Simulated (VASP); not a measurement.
# Si (Fd-3m) in VASP: settings compared

Aim: see how the results for Si move with the level of theory and the settings. Levels: optB88-vdW, vdW-DF-cx, rev-vdW-DF2, PBE0. Tasks: relaxation of cell and atoms, single point.

All numbers are computed with VASP 6.6.1; they aren't measurements. Logs are shortened: lines on timing, memory, paths and dates and some standing lists are left out, and cuts for length are marked.

**1. Starting point**

Symmetry: Fd-3m, No. 227, cubic system. Conventional cell: a = 5.444 Å, b = 5.444 Å, c = 5.444 Å, α = 90.00°, β = 90.00°, γ = 90.00°. Si (site symmetry -43m) is surrounded by 4 Si at 2.36 Å.

**2. Relaxation of cell and atoms, optB88-vdW**

The input, INCAR:

```
SYSTEM = Si
PREC = Accurate
ENCUT = 600
EDIFF = 1E-6
ISMEAR = -1
SIGMA = 0.05
LREAL = .FALSE.
LASPH = .TRUE.
NELM = 80
ALGO = Fast
ISIF = 3
LWAVE = .FALSE.
LCHARG = .FALSE.
GGA = BO
LUSE_VDW = .TRUE.
AGGAC = 0.0
PARAM1 = 0.1833333333
PARAM2 = 0.22
IBRION = 2
NSW = 40
EDIFFG = -0.005
```

The input, KPOINTS:

```
regular mesh
0
G
  8 8 8
  0 0 0
```

The input, POSCAR:

```
Si
1.0
    0.0000000000      2.7218511865      2.7218511865
    2.7218511865      0.0000000000      2.7218511865
    2.7218511865      2.7218511865      0.0000000000
Si
2
Direct
    0.5000000000      0.5000000000      0.5000000000
    0.7500000000      0.7500000000      0.7500000000
```

Potentials or basis: VASP PAW PBE potentials, release 64 (Si).

Started as:

```sh
$ cat potpaw_PBE.64/Si/POTCAR > POTCAR
$ mpirun -np 1 vasp_std > vasp.out
```

OUTCAR:

```text
SYSTEM = Si
   PREC = Accurate
   ENCUT = 600
   EDIFF = 1E-6
   ISMEAR = -1
   LREAL = .FALSE.
   LASPH = .TRUE.
   NELM = 80
   ISIF = 3
   GGA = BO
   IBRION = 2
   NSW = 40
   EDIFFG = -0.005

 ion  position               nearest neighbor table
   1  0.500  0.500  0.500-   2 2.36   2 2.36   2 2.36   2 2.36
   2  0.750  0.750  0.750-   1 2.36   1 2.36   1 2.36   1 2.36

  LATTYP: Found a face centered cubic cell.
 ALAT       =     5.4437023730

  Lattice vectors:

 A1 = (   0.0000000000,   2.7218511865,   2.7218511865)
 A2 = (   2.7218511865,   0.0000000000,   2.7218511865)
 A3 = (   2.7218511865,   2.7218511865,   0.0000000000)

Analysis of symmetry for initial positions (statically):
=====================================================================
 Subroutine PRICEL returns:
 Original cell was already a primitive cell.

 Routine SETGRP: Setting up the symmetry group for a
 face centered cubic supercell.

 Subroutine GETGRP returns: Found 48 space group operations
 (whereof 24 operations were pure point group operations)
 out of a pool of 48 trial point group operations.

The static configuration has the point symmetry T_d .
 The point group associated with its full space group is O_h .

Analysis of symmetry for dynamics (positions and initial velocities):
=====================================================================
 Subroutine PRICEL returns:
 Original cell was already a primitive cell.

 Routine SETGRP: Setting up the symmetry group for a
 face centered cubic supercell.

 Subroutine GETGRP returns: Found 48 space group operations
 (whereof 24 operations were pure point group operations)
 out of a pool of 48 trial point group operations.

The dynamic configuration has the point symmetry T_d .
 The point group associated with its full space group is O_h .

 Subroutine INISYM returns: Found 48 space group operations
 (whereof 24 operations are pure point group operations),
 and found     1 'primitive' translations

----------------------------------------------------------------------------------------

                                     Primitive cell

  volume of cell :      40.3295

  direct lattice vectors                    reciprocal lattice vectors
     0.000000000  2.721851186  2.721851186    -0.183698507  0.183698507  0.183698507
     2.721851186  0.000000000  2.721851186     0.183698507 -0.183698507  0.183698507
     2.721851186  2.721851186  0.000000000     0.183698507  0.183698507 -0.183698507

  length of vectors
     3.849278863  3.849278863  3.849278863     0.318175148  0.318175148  0.318175148

  position of ions in fractional coordinates (direct lattice)
     0.500000000  0.500000000  0.500000000
     0.750000000  0.750000000  0.750000000

  ion indices of the primitive-cell ions
   primitive index   ion index
                 1           1
                 2           2

----------------------------------------------------------------------------------------

 KPOINTS: regular mesh

Automatic generation of k-mesh.
 Grid dimensions read from file:
 generate k-points for:    8    8    8

 Generating k-lattice:

  Cartesian coordinates                     Fractional coordinates (reciprocal lattice)
    -0.022962313  0.022962313  0.022962313     0.125000000  0.000000000  0.000000000
     0.022962313 -0.022962313  0.022962313     0.000000000  0.125000000  0.000000000
     0.022962313  0.022962313 -0.022962313     0.000000000  0.000000000  0.125000000

  Length of vectors
     0.039771893  0.039771893  0.039771893

  Shift w.r.t. Gamma in fractional coordinates (k-lattice)
     0.000000000  0.000000000  0.000000000

 Subroutine IBZKPT returns following result:
 ===========================================

 Found     29 irreducible k-points:

 Following reciprocal coordinates:
            Coordinates               Weight
  0.000000  0.000000  0.000000      1.000000
  0.125000  0.000000  0.000000      8.000000
  0.250000  0.000000  0.000000      8.000000
  0.375000  0.000000  0.000000      8.000000
  0.500000  0.000000  0.000000      4.000000
  0.125000  0.125000  0.000000      6.000000
[... 16 lines left out ...]
  0.500000  0.250000  0.125000     48.000000
 -0.375000  0.250000  0.125000     24.000000
 [... further k-points ...]
   k-points           NKPTS =     29   k-points in BZ     NKDIM =     29   number of bands    NBANDS=      8
   number of dos      NEDOS =    301   number of ions     NIONS =      2
   total plane-waves  NPLWV =  32768
   dimension x,y,z NGX =    32 NGY =   32 NGZ =   32
   dimension x,y,z NGXF=    64 NGYF=   64 NGZF=   64
   ions per type =               2
   NGX,Y,Z   is equivalent  to a cutoff of  13.82, 13.82, 13.82 a.u.
   NGXF,Y,Z  is equivalent  to a cutoff of  27.64, 27.64, 27.64 a.u.
 SYSTEM =  Si
   PREC   = accura    normal or accurate (medium, high low for compatibility)
   ISTART =      0    job   : 0-new  1-cont  2-samecut
   ICHARG =      2    charge: 1-file 2-atom 10-const
   ISPIN  =      1    spin polarized calculation?
   LNONCOLLINEAR =      F non collinear calculations
   LSORBIT =      F    spin-orbit coupling
   LASPH  =      T    aspherical Exc in radial PAW
   ENCUT  =  600.0 eV  44.10 Ry    6.64 a.u.   7.69  7.69  7.69*2*pi/ulx,y,z
   NELM   =     80;   NELMIN=  2; NELMDL= -5     # of ELM steps
   EDIFF  = 0.1E-05   stopping-criterion for ELM
   LREAL  =      F    real-space projection
   EDIFFG = -.5E-02   stopping-criterion for IOM
   NSW    =     40    number of steps for IOM
   IBRION =      2    ionic relax: 0-MD 1-quasi-New 2-CG
   NFREE  =      1    steps in history (QN), initial steepest desc. (CG)
   ISIF   =      3    stress and relaxation
   ISYM   =      2    0-nonsym 1-usesym 2-fastsym
   POTIM  = 0.5000    time-step for ionic-motion
   TEBEG  =    0.0;   TEEND  =   0.0 temperature during run
   PSTRESS=    0.0 pullay stress
   NELECT =       8.0000    total number of electrons
   NUPDOWN=      -1.0000    fix difference up-down
   EMIN   =  10.00;   EMAX   =-10.00  energy-range for DOS
   EFERMI =   0.00;   METHOD = LEGACY
   ISMEAR =    -1;   SIGMA  =   0.05  broadening in eV -4-tet -1-fermi 0-gaus
   EFERMI_NEDOS =   21; number of points for ismear=-14 and -15
   IALGO  =     68    algorithm
   IMIX   =      4    mixing-type and parameters
     AMIX     =   0.40;   BMIX     =  1.00
     AMIX_MAG =   1.60;   BMIX_MAG =  1.00
  volume/ion in A,a.u.               =      20.16       136.08
  Fermi-wavevector in a.u.,A,eV,Ry     =   0.954766  1.804247 12.402783  0.911579
  Thomas-Fermi vector in A             =   2.083543
   LORBIT       =      0    0 simple, 1 ext, 2 COOP (PROOUT), +10 PAW based schemes
   GGA     = BO    functional components
   LHFCALC =     F    Hartree Fock is set to
   AEXX    =    0.0000 exact exchange contribution
   IVDW_NL    =     1    kernel type
   BPARAM     = 6.3000
   IVDW    =     0    specifies the selected vdW correction
   LEPSILON=     F    determine dielectric tensor
   LRPA    =     F    only Hartree local field effects (RPA)
 conjugate gradient relaxation of ions
 non-spin polarized calculation
 RMM-DIIS sequential band-by-band and
  energy-cutoff  :      600.00
  volume of cell :       40.33
 maximum number of plane-waves:      1365
   NGX = 15   NGY = 15   NGZ = 15

--------------------------------------- Ionic step        1  -------------------------------------------

 number of electron       8.0000000 magnetization

 Free energy of the ion-electron system (eV)
  ---------------------------------------------------
  ext. energy  EPLUGINS =         0.00000000
  ---------------------------------------------------
  free energy    TOTEN  =        -8.34214221 eV

  energy without entropy =       -8.34213173  energy(sigma->0) =       -8.34213697

------------------------ aborting loop because EDIFF is reached ----------------------------------------

  FORCE on cell =-STRESS in cart. coord.  units (eV):
  Direction    XX          YY          ZZ          XY          YZ          ZX
  --------------------------------------------------------------------------------------
  -------------------------------------------------------------------------------------
  Total        0.3197567      0.3197567      0.3197567      0.0000000      0.0000000     -0.0000000
  in kB       12.7030245     12.7030245     12.7030245      0.0000000      0.0000000     -0.0000000
  external PRESSURE =      12.7030245 kB  Pullay stress =       0.0000000 kB

 VOLUME and BASIS-vectors are now :
 -----------------------------------------------------------------------------
  energy-cutoff  :      600.00
  volume of cell :       40.33
      direct lattice vectors                 reciprocal lattice vectors
     0.000000000  2.721851186  2.721851186    -0.183698507  0.183698507  0.183698507
     2.721851186  0.000000000  2.721851186     0.183698507 -0.183698507  0.183698507
     2.721851186  2.721851186  0.000000000     0.183698507  0.183698507 -0.183698507
[... 46 lines left out ...]
  FREE ENERGIE OF THE ION-ELECTRON SYSTEM (eV)
  ---------------------------------------------------
  free  energy   TOTEN  =        -8.3434445159 eV

  energy  without entropy=       -8.3434366176  energy(sigma->0) =       -8.34344057

Total vdW correction in eV:      1.2340034

--------------------------------------- Ionic step        3  -------------------------------------------

 number of electron       8.0000000 magnetization

 Free energy of the ion-electron system (eV)
  ---------------------------------------------------
  ext. energy  EPLUGINS =         0.00000000
  ---------------------------------------------------
  free energy    TOTEN  =        -8.34437300 eV

  energy without entropy =       -8.34436419  energy(sigma->0) =       -8.34436859

 E-fermi :   5.8760     XC(G=0):  -9.2979

 val. band max:        5.5215361563   @ k =   0.0000   0.0000   0.0000
 cond. band min:       6.2695831363   @ k =   0.3750   0.3750   0.0000
 fundamental gap:      0.7480469800
 Fermi energy:         5.8760228567

 k-point     1 :       0.0000    0.0000    0.0000
  band No.  band energies     occupation
      1      -6.2434      2.00000
      2       5.5215      1.99833
      3       5.5215      1.99833
      4       5.5215      1.99833
      5       8.1592      0.00000
      6       8.1592      0.00000
      7       8.1592      0.00000
      8       8.6317      0.00000

 k-point     2 :       0.1250    0.0000    0.0000
  band No.  band energies     occupation
      1      -6.0439      2.00000
      2       3.9479      2.00000
      3       5.2465      1.99999
      4       5.2465      1.99999
      5       8.0170      0.00000
      6       8.5677      0.00000
      7       8.5677      0.00000
      8      10.0444      0.00000
[... 221 lines left out ...]
 k-point    23 :       0.5000    0.2500    0.1250
  band No.  band energies     occupation
      1      -4.0812      2.00000
      2      -0.2368      2.00000
      3       2.3144      2.00000
      4       3.6672      2.00000
      5       8.4612      0.00000
      6       9.1254      0.00000
      7      10.5774      0.00000
      8      11.4598      0.00000

 k-point    24 :      -0.3750    0.2500    0.1250
  band No.  band energies     occupation
      1      -3.4538      2.00000
      2      -1.1461      2.00000
      3       2.1812      2.00000
      4       3.4478      2.00000
      5       8.6071      0.00000
      6       8.7611      0.00000
      7      11.4301      0.00000
      8      12.6612      0.00000

 [... further k-points ...]

------------------------ aborting loop because EDIFF is reached ----------------------------------------

  FORCE on cell =-STRESS in cart. coord.  units (eV):
  Direction    XX          YY          ZZ          XY          YZ          ZX
  --------------------------------------------------------------------------------------
  -------------------------------------------------------------------------------------
  Total        0.0001683      0.0001683      0.0001683     -0.0000000     -0.0000000      0.0000000
  in kB        0.0065927      0.0065927      0.0065927     -0.0000000     -0.0000000      0.0000000
  external PRESSURE =       0.0065927 kB  Pullay stress =       0.0000000 kB

 VOLUME and BASIS-vectors are now :
 -----------------------------------------------------------------------------
  energy-cutoff  :      600.00
  volume of cell :       40.90
      direct lattice vectors                 reciprocal lattice vectors
     0.000000000  2.734570223  2.734570223    -0.182844089  0.182844089  0.182844089
     2.734570223  0.000000000  2.734570223     0.182844089 -0.182844089  0.182844089
     2.734570223  2.734570223 -0.000000000     0.182844089  0.182844089 -0.182844089

 POSITION                                       TOTAL-FORCE (eV/Angst)
 -----------------------------------------------------------------------------------
      2.73457      2.73457      2.73457         0.000000      0.000000      0.000000
      4.10186      4.10186      4.10186        -0.000000     -0.000000     -0.000000
 -----------------------------------------------------------------------------------
    total drift:                               -0.000000     -0.000000     -0.000000

  FREE ENERGIE OF THE ION-ELECTRON SYSTEM (eV)
  ---------------------------------------------------
  free  energy   TOTEN  =        -8.3443729972 eV

  energy  without entropy=       -8.3443641903  energy(sigma->0) =       -8.34436859

Total vdW correction in eV:      1.2277147

 reached required accuracy - stopping structural energy minimisation
```

Run time: 2.5 min. Hardware: 1 thread of Intel Xeon Platinum 8259CL at 2.50GHz (Skylake/Cascade Lake), shared host; peak memory 0.38 GiB.

Results:

```yaml
Free_energy: -8.3444 eV
Relaxed_volume: 20.45 Å³/atom
Relaxed_cell: a = 3.867 Å, b = 3.867 Å, c = 3.867 Å, α = 60.00°, β = 60.00°, γ = 60.00°
Space_group_after_relaxing_to_0.05_Å: Fd-3m (No. 227)
Energy_gained_by_relaxing: 1.1 meV/atom
Ionic_steps: 3
Pressure_after_relaxing: 0.0 GPa
Band_gap_on_the_k_mesh: 0.75 eV, indirect (least direct gap 2.64 eV)
```

Step by step:
```
step  energy change (eV)  largest force (eV/Å)  pressure (GPa)  volume (Å³)
   1              0.0000                0.0000            1.27        40.33
   2             -0.0013                0.0000           -0.79        41.27
   3             -0.0022                0.0000            0.00        40.90
```

Final structure:
```xyz
2
Lattice="0.0000 2.7346 2.7346 2.7346 0.0000 2.7346 2.7346 2.7346 0.0000" Properties=species:S:1:pos:R:3 pbc="T T T"
Si    2.7346    2.7346    2.7346
Si    4.1019    4.1019    4.1019
```

Caveat: the PAW data sets were made with another functional, which shifts forces and pressure a little. A k mesh can miss the band edges.

**3. Relaxation of cell and atoms, vdW-DF-cx**

Edit INCAR of step 2 so:

```diff
@@ -13,7 +13,5 @@
 LCHARG = .FALSE.
-GGA = BO
+GGA = CX
 LUSE_VDW = .TRUE.
 AGGAC = 0.0
-PARAM1 = 0.1833333333
-PARAM2 = 0.22
 IBRION = 2
```

KPOINTS is that of step 2.

POSCAR is that of step 2.

Potentials or basis: VASP PAW PBE potentials, release 64 (Si).

Started as:

```sh
$ cat potpaw_PBE.64/Si/POTCAR > POTCAR
$ mpirun -np 1 vasp_std > vasp.out
```

Wall time 2.4 min (1 thread of Intel Xeon Platinum 8259CL at 2.50GHz (Skylake/Cascade Lake), shared host); peak memory 0.38 GiB.

Results (log left out):

```yaml
Free_energy: -8.7297 eV
Relaxed_volume: 20.20 Å³/atom
Relaxed_cell: a = 3.851 Å, b = 3.851 Å, c = 3.851 Å, α = 60.00°, β = 60.00°, γ = 60.00°
Space_group_after_relaxing_to_0.05_Å: Fd-3m (No. 227)
Energy_gained_by_relaxing: 0.0 meV/atom
Ionic_steps: 3
Pressure_after_relaxing: 0.0 GPa
Band_gap_on_the_k_mesh: 0.60 eV, indirect (least direct gap 2.55 eV)
```

Final structure:
```
Si
1.0
     0.00000    2.72327    2.72327
     2.72327    0.00000    2.72327
     2.72327    2.72327    0.00000
Si
2
Direct
  0.50000 0.50000 0.50000
  0.75000 0.75000 0.75000
```

Levels at points of the mesh, in eV from the valence-band top:
| k point | band 1 | band 2 | band 3 | band 4 | band 5 | band 6 | band 7 | band 8 |
| --- | --- | --- | --- | --- | --- | --- | --- | --- |
| (0.00, 0.00, 0.00) | -11.89 | 0.00 | 0.00 | 0.00 | 2.55 | 2.55 | 2.55 | 3.33 |
| (0.50, 0.00, 0.00) | -9.57 | -6.93 | -1.19 | -1.19 | 1.52 | 3.32 | 3.32 | 7.63 |
| (0.50, 0.50, 0.00) | -7.77 | -7.77 | -2.83 | -2.83 | 0.69 | 0.69 | 10.05 | 10.05 |

Caveat: the PAW data sets were made with another functional, which shifts forces and pressure a little.

[end of part 1 of 2]
